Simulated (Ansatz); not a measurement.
# CO2 (I-42d) in Ansatz: settings compared, part 2 of 2

Ansatz 0.2.0.

### 3 Relaxation of cell and atoms, PBE+D4

Input file input.yaml:

```yaml
crystal:
  lattice:
    - [-1.974727, 1.974727, 3.014058]
    - [1.974727, -1.974727, 3.014058]
    - [1.974727, 1.974727, -3.014058]
  atoms:
    - { symbol: O, position: [0.875, 0.959798, 0.584798] }
    - { symbol: O, position: [0.375, 0.290202, 0.415202] }
    - { symbol: O, position: [0.040202, 0.625, 0.915202] }
    - { symbol: O, position: [0.709798, 0.125, 0.084798] }
    - { symbol: C, position: [0.0, 0.0, 0.0] }
    - { symbol: C, position: [0.75, 0.25, 0.5] }
hamiltonian:
  xc: pbe
  pseudopotentials: { kind: paw }
  dispersion: d4
kpoints:
  mp_grid: { grid: [9, 9, 9] }
scf:
  occupations: { method: fermi_dirac, width: 0.05 }
output:
  forces: true
  stress: true
  write_density: true
  write_potential: true
  elf: true
  volumetric_format: npy
relax:
  f_tol: 0.01
  max_steps: 40
  cell: { stress_tol: 0.05 }
```

Potentials or basis: Ansatz PAW.

Command:

```console
ansatz run input.yaml --threads 2 --pin off --max-ram 5632MiB --backend cpu --events-out ev --progress --plain --runs-dir out
```

Log:

```text
Warning: RAYON_NUM_THREADS=2 ignored (pool sized by the plan → 2); use --threads N
Engine: ansatz 0.2.0, x86_64-unknown-linux-gnu
Pseudopotentials: kind: paw
Pseudopotential: O, paw, valence charge 6, recommended cutoff 420 eV (normal), O.paw.azcp
Pseudopotential: C, paw, valence charge 4, recommended cutoff 420 eV (normal), C.paw.azcp
Functional definition: PBE
  parameter kappa = 0.804
  parameter beta = 0.06672455060314922
  exchange = pbe_x(kappa = kappa, mu = beta*pi^2/3)
  correlation = pbe_c(beta = beta)
Crystal: 6 atoms, lattice volume = 47.014 Å³
Basis set: ecut = 420 eV, 919 PW (Γ), exchange–correlation on 60×60×60 points (8 copies of the dense FFT grid, shifted against one another)
Bands: 22, of which v1, the nominal top of the filled ones, is band 16 counted from 1 (15 counted from 0)
Symmetry: 8 space group operations
Space group: I-42d (ITA 122), of the structure as read, at distance tolerance 3.6e-5 Å
k-points: 75 of 729 (time reversal used)
Non-local potential: O, projectors of the file, l = 0: 2, l = 1: 2, l = 2: 1
Non-local potential: C, projectors of the file, l = 0: 2, l = 1: 2, l = 2: 1
PAW form: soft (Blöchl's): semilocal exchange-correlation on the pseudo side does not see the compensation charge
PAW one-centre angular grid: O, 110 points (default); XC on 64 Gauss nodes
PAW one-centre angular grid: C, 110 points (default); XC on 64 Gauss nodes
Initial density: superposition of atomic densities (neutral atoms: chi_scale 0, normalization atom), corrected by the library's trained network
Initial wavefunctions: pseudopotential atomic-orbital guess
Functional: x = pbe(κ = 0.804, μ = 0.2195149727645171), c = pbe(β = 0.06672455060314922)
SCF iter   1: F=—  HF=-2767.662622 eV  |F-HF|=—  |Δ(HF+E_count)|=         —  Δρ=5.86e-3  dr2=1.03e-2  ethr=1.77e-3  ⟨swp⟩=6.1  Hψ=7445  notcnv=0
preconditioner: auto → none  [insulator: Δε(μ)=7.770 eV  Ē_g=18.909 eV  σ=0.050 eV  W_gap=1.00  n_scr=14 (ndim 8)  ℏωp=30.6 eV  f_vac=0.039  D(μ)=0.00/eV (n_scr^D=0)  ε∞_Penn≈3.6]
SCF iter   2: F=—  HF=-2767.662841 eV  |F-HF|=—  |Δ(HF+E_count)|=   2.19e-4  Δρ=2.93e-3  dr2=1.50e-3  ethr=3.22e-5  ⟨swp⟩=2.1  Hψ=3453  notcnv=0  defer=149
SCF iter   3: F=—  HF=-2767.662954 eV  |F-HF|=—  |Δ(HF+E_count)|=   1.13e-4  Δρ=1.31e-3  dr2=1.71e-4  ethr=4.69e-6  ⟨swp⟩=2.2  Hψ=2515  notcnv=0  defer=149
SCF iter   4: F=—  HF=-2767.663243 eV  |F-HF|=—  |Δ(HF+E_count)|=   2.89e-4  Δρ=3.11e-4  dr2=1.02e-5  ethr=5.33e-7  ⟨swp⟩=3.0  Hψ=2900  notcnv=0  defer=149
SCF iter   5: F=—  HF=-2767.663264 eV  |F-HF|=—  |Δ(HF+E_count)|=   2.06e-5  Δρ=3.09e-5  dr2=1.25e-7  ethr=3.18e-8  ⟨swp⟩=2.7  Hψ=2829  notcnv=0  defer=149
[... 73 lines left out ...]
  E_band       = -109.151830
  E_kinetic    = 883.185055
  E_local      = -1746.189179  (includes V_loc(G=0)·N_el)
  E_nonlocal   = 244.348274
  E_hartree    = 579.325943
  E_xc         = -387.913069
  E_vxc        = -491.690339  (∫ρ·V_xc dr)
  E_paw        = -831.831464  (= ΣΔE_a)
  E_vpaw       = -157.467625  (= ΣTr[D̂ρ^β])
  E_aug_tail   = 0.010084  (compensation charges beyond the density's cutoff)
  E_ewald      = -1507.834298
  E_disp       = -0.772418  (pairwise vdW)
  E_smearing   = -0.000000  (= −TS)
  E_closure    = 0.000000  (closes the sum)
  Σ components = -2767.671072   (vs F -2767.671072, Δ=0.00e0)
--- Forces (eV/Å), atoms counted from 1 ---
  atom   1  O      0.00011866     0.00000000     0.00000000
  atom   2  O     -0.00011866     0.00000000     0.00000000
  atom   3  O      0.00000000    -0.00011866     0.00000000
  atom   4  O     -0.00000000     0.00011866     0.00000000
  atom   5  C     -0.00000000     0.00000000    -0.00000000
  atom   6  C     -0.00000000    -0.00000000     0.00000000
  max |Σ_I F_I| component: 1.37e-16 eV/Å
--- Stress (GPa, compression-positive) ---
       -0.010627      -0.000000       0.000000
       -0.000000      -0.010627      -0.000000
        0.000000      -0.000000      -0.017773
  P = ⅓ Tr σ = -0.0130 GPa (-0.130 kbar)
--- Band table (eV; the first three rows and the last of 75) ---
  k-point 0: bands = ["-18.8169", "-13.7095", "-13.7095", "-13.0244", "-9.3092", "-4.4338", "-4.4338", "-3.1318", "0.6780", "1.4832", "2.7661", "3.9552", "3.9552", "4.3571", "4.3571", "4.8015", "12.9342", "14.4779", "14.5740", "14.5740", "17.5137", "18.0100"]
  k-point 1: bands = ["-18.7070", "-14.0044", "-13.7366", "-13.0905", "-9.0149", "-4.6033", "-4.2688", "-2.9856", "0.5482", "1.6948", "2.8537", "3.8266", "4.0573", "4.1464", "4.2790", "4.6738", "13.0554", "14.5453", "14.7042", "14.7703", "17.4891", "17.9310"]
  k-point 2: bands = ["-18.3841", "-14.6972", "-13.7968", "-13.2764", "-8.3112", "-4.9866", "-3.8258", "-2.6782", "0.2624", "2.1613", "2.9697", "3.0642", "4.0599", "4.0857", "4.3370", "4.5646", "13.2858", "14.4918", "15.1512", "15.1825", "17.3470", "18.1329"]
  k-point 74: bands = ["-16.8419", "-16.7156", "-13.9976", "-13.9572", "-5.4476", "-5.1948", "-3.1996", "-3.0671", "1.4622", "1.7016", "1.9549", "2.1405", "2.6154", "2.9640", "5.1406", "5.1942", "13.9706", "14.1788", "15.8673", "15.9962", "16.6940", "16.8523"]
--- Relaxed structure (5 steps of the walk, 5 accepted, 2 SCFs on fresh bases) ---
  F+E_penalty+E_count = -2767.67107166 eV   max|allowed force component| = 1.187e-4 eV/Å   (the final SCF, on the basis selected at the relaxed cell)
  cell:  # Å, volume = 46.2040 Å³
    - [-1.9665730247886088, 1.9665730247886088, 2.986751824425396]
    - [1.9665730247886088, -1.9665730247886088, 2.986751824425396]
    - [1.9665730247886088, 1.9665730247886088, -2.986751824425396]
  atoms:
    - { symbol: O, position: [0.8750000000000001, 0.9575468462428633, 0.5825468462428632] }
    - { symbol: O, position: [0.375, 0.2924531537571369, 0.4174531537571369] }
    - { symbol: O, position: [0.04245315375713682, 0.625, 0.9174531537571369] }
    - { symbol: O, position: [0.7075468462428633, 0.12500000000000006, 0.08254684624286324] }
    - { symbol: C, position: [-2.7451950889553367e-20, -2.516428831542411e-20, -5.261623920497748e-20] }
    - { symbol: C, position: [0.7500000000000001, 0.24999999999999997, 0.5000000000000001] }
```

rho_z.tsv:

```text
# z_ang	rho[e/angstrom^3]
# format = ansatz-planar-average/11
# lattice	-1.966573025	1.966573025	2.986751824
# lattice	1.966573025	-1.966573025	2.986751824
# lattice	1.966573025	1.966573025	-2.986751824
# sites	6
# site	8	1.307955315	0.983286512	3.733439781
# site	8	0.658617710	0.983286512	0.746687956
# site	8	2.949859537	0.658617710	-0.746687956
# site	8	-0.983286512	1.307955315	2.240063868
# site	6	-0.000000000	-0.000000000	0.000000000
# site	6	-0.000000000	1.966573025	1.493375912
0.000000	8.693790e-1
0.136037	8.530098e-1
0.272074	8.078932e-1
0.408112	7.441481e-1
0.544149	6.736191e-1
0.680186	6.066105e-1
[... 22 lines left out ...]
3.809041	8.078932e-1
3.945079	8.530098e-1
```

v_z.tsv:

```text
# z_ang	v_es[eV]	v_tot[eV]
# format = ansatz-planar-average/11
# xc	pbe
# density_cutoff_ev	1680
# datasets	O=:simpson_from_first_knot:soft	C=:simpson_from_first_knot:soft
# lattice	-1.966573025	1.966573025	2.986751824
# lattice	1.966573025	-1.966573025	2.986751824
# lattice	1.966573025	1.966573025	-2.986751824
# sites	6
# site	8	1.307955315	0.983286512	3.733439781
# site	8	0.658617710	0.983286512	0.746687956
# site	8	2.949859537	0.658617710	-0.746687956
# site	8	-0.983286512	1.307955315	2.240063868
# site	6	-0.000000000	-0.000000000	0.000000000
# site	6	-0.000000000	1.966573025	1.493375912
0.000000	-7.217043e-1	-1.225597e1
0.136037	-4.656210e-1	-1.193895e1
0.272074	2.725073e-1	-1.105794e1
0.408112	1.412541e0	-9.749715e0
0.544149	2.815260e0	-8.163947e0
0.680186	4.101275e0	-6.693600e0
[... 22 lines left out ...]
3.809041	2.725073e-1	-1.105794e1
3.945079	-4.656210e-1	-1.193895e1
```

It took 14 s on 2 threads of Intel Xeon 6975P-C (Granite Rapids), shared host; peak memory 0.43 GiB.

What came out:

```
Free energy                            : -2767.6711 eV
Relaxed volume                         : 7.70 Å³/atom
Relaxed cell                           : a = 4.081 Å, b = 4.081 Å, c = 4.081 Å, α = 122.38°, β = 122.38°, γ = 85.92°
Space group after relaxing (to 0.05 Å) : I-42d (No. 122)
Energy gained by relaxing              : 1.3 meV/atom
Ionic steps                            : 7
Pressure after relaxing                : 0.0 GPa
Band gap on the k mesh                 : 7.74 eV, indirect (least direct gap 8.13 eV)
```

Step by step:
```csv
step,energy change (eV),largest force (eV/Å),volume (Å³)
1,0.0000,0.0037,47.01
2,-0.0111,0.0029,46.42
3,-0.0129,0.0004,46.24
4,-0.0129,0.0002,46.25
5,-0.0077,0.0002,46.25
6,-0.0081,0.0002,46.20
7,-0.0078,0.0001,46.20
```

Final structure:
```
O C
1.0
    -1.96657    1.96657    2.98675
     1.96657   -1.96657    2.98675
     1.96657    1.96657   -2.98675
O C
4 2
Direct
  0.87500 0.95755 0.58255
  0.37500 0.29245 0.41745
  0.04245 0.62500 0.91745
  0.70755 0.12500 0.08255
  0.00000 0.00000 0.00000
  0.75000 0.25000 0.50000
```

Caveat: odd divisions of the mesh miss points on the zone boundary, where band edges often lie, so the gap on the mesh can be too wide; the plane-wave basis is chosen anew once the cell has moved, so the energies of steps on either side of that aren't comparable; the pressure holds a Pulay correction of +1.2 GPa for the finite cutoff.

### 4 Relaxation of cell and atoms, PBEsol+D3(BJ)

Changes to input.yaml since step 3:

```diff
@@ -13,5 +13,5 @@
 hamiltonian:
-  xc: pbe
+  xc: pbesol
   pseudopotentials: { kind: paw }
-  dispersion: d4
+  dispersion: d3bj
 kpoints:
@@ -23,6 +23,2 @@
   stress: true
-  write_density: true
-  write_potential: true
-  elf: true
-  volumetric_format: npy
 relax:
```

Command:

```console
ansatz run input.yaml --threads 2 --pin off --max-ram 5632MiB --backend cpu --events-out ev --progress --plain --runs-dir out
```

It took 9.6 s on 2 threads of Intel Xeon 6975P-C (Granite Rapids), shared host; peak memory 0.42 GiB.

The run converged. Its results:

```
Free energy                            : -2733.0992 eV
Relaxed volume                         : 7.52 Å³/atom
Relaxed cell                           : a = 4.049 Å, b = 4.049 Å, c = 4.049 Å, α = 122.42°, β = 122.42°, γ = 85.86°
Space group after relaxing (to 0.05 Å) : I-42d (No. 122)
Energy gained by relaxing              : 7.2 meV/atom
Ionic steps                            : 7
Pressure after relaxing                : 0.0 GPa
Band gap on the k mesh                 : 7.68 eV
```

The path:
```
step  energy change (eV)  largest force (eV/Å)  volume (Å³)
   1              0.0000                0.2149        47.01
   2             -0.0474                0.1075        45.65
   3             -0.0546                0.0200        45.18
   4             -0.0545                0.0060        45.22
   5             -0.0427                0.0069        45.22
   6             -0.0436                0.0019        45.11
   7             -0.0429                0.0018        45.11
```

Final structure:
```yaml
crystal:
  lattice:
    - [-1.95026, 1.95026, 2.96496]
    - [1.95026, -1.95026, 2.96496]
    - [1.95026, 1.95026, -2.96496]
  atoms:
    - { symbol: O, position: [0.87500, 0.95603, 0.58103] }
    - { symbol: O, position: [0.37500, 0.29397, 0.41897] }
    - { symbol: O, position: [0.04397, 0.62500, 0.91897] }
    - { symbol: O, position: [0.70603, 0.12500, 0.08103] }
    - { symbol: C, position: [0.00000, 0.00000, 0.00000] }
    - { symbol: C, position: [0.75000, 0.25000, 0.50000] }
```

Caveat: odd divisions of the mesh miss points on the zone boundary, where band edges often lie, so the gap on the mesh can be too wide; the plane-wave basis is chosen anew once the cell has moved, so the energies of steps on either side of that aren't comparable; the pressure holds a Pulay correction of +1.3 GPa for the finite cutoff; the PAW data sets come from PBE, with cores solved anew for the run's functional, which leaves a small shift of forces and pressure.

### 5 Summary

```csv
level,gap on the mesh (eV),pressure (GPa),relaxed volume (Å³/atom)
PBE+D3(BJ),7.74,0.0,7.71
PBE+D4,7.74,0.0,7.70
PBEsol+D3(BJ),7.68,0.0,7.52
```

Alike in all rows: task relaxation of cell and atoms; potentials or basis Ansatz PAW; no spin polarisation; cell relaxed; k mesh 9 × 9 × 9; cutoff (eV) 420; smearing fermi-dirac 0.05 eV.

Caveats: odd divisions of the mesh miss points on the zone boundary, where band edges often lie, so the gap on the mesh can be too wide; the plane-wave basis is chosen anew once the cell has moved, so the energies of steps on either side of that aren't comparable; the PAW data sets come from PBE, with cores solved anew for the run's functional, which leaves a small shift of forces and pressure (some runs).

Absolute energies hang on the potentials; compare differences alone.
